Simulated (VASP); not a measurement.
Set up this calculation in VASP 6.6.1, as the native input.

```yaml
Task: relaxation of cell and atoms
Functional: rSCAN
Potentials_or_basis: VASP PAW PBE potentials, release 64 (Co)
Cutoff: 600 eV
k_mesh: 9 × 9 × 3
Occupations: methfessel-paxton, width 0.1 eV
Spin: collinear spin, ferromagnetic start
Starting_moments: "[2.0, 2.0, 2.0, 2.0] μB"
Further_INCAR_settings: ALGO = Normal; EDIFF = 1e-06; IBRION = 2; EDIFFG = -0.005; NSW = 40; ISIF = 3
```

The structure of Co lies in POSCAR:

```
Co
1.0
    2.4705617809      0.0000000000      0.0000000000
   -1.2352808905      2.1395692639      0.0000000000
    0.0000000000      0.0000000000      8.0882338000
Co
4
Direct
    0.6666666667      0.3333333333      0.7500000000
    0.0000000000      0.0000000000      0.5000000000
    0.3333333333      0.6666666667      0.2500000000
    0.0000000000      0.0000000000      0.0000000000
```

The input as run:

INCAR

```
PREC = Accurate
ENCUT = 600
EDIFF = 1E-6
ISMEAR = 1
SIGMA = 0.1
LREAL = F
LASPH = T
NELM = 150
ALGO = Normal
ISIF = 3
LWAVE = F
LCHARG = F
ISPIN = 2
MAGMOM = 2 2 2 2
LORBIT = 11
LMAXMIX = 4
METAGGA = RSCAN
LMIXTAU = T
IBRION = 2
NSW = 40
EDIFFG = -0.005
```

KPOINTS

```
regular mesh
0
Gamma
  9 9 3
```

Potentials or basis: VASP PAW PBE potentials, release 64 (Co).

Command:

```bash
$ cat potpaw_PBE.64/Co/POTCAR > POTCAR
$ mpirun -np 1 vasp_std > vasp.out
```

Results of the run:

- Relaxed volume: 10.70 Å³/atom
- Relaxed cell: a = 2.479 Å, b = 2.479 Å, c = 8.037 Å, α = 90.00°, β = 90.00°, γ = 120.00°
- Space group after relaxing (to 0.05 Å): P6_3/mmc (No. 194)
- Energy gained by relaxing: 0.5 meV/atom
- Ionic steps: 6
- Pressure after relaxing: 0.0 GPa
- Band gap on the k mesh: none (metal or under the smearing width)
- Net moment: 7.36 μB per cell
- Site moments: Co +1.90, +1.88 μB
- Valence electrons inside the program's atomic spheres: Co 8.32, 8.33

Caveat: the PAW data sets were made with another functional, which shifts forces and pressure a little.

Wall time 11 min on 1 thread of Intel(R) Xeon(R) Platinum 8488C (Sapphire Rapids), with other jobs on the host, peak memory 0.22 GiB.
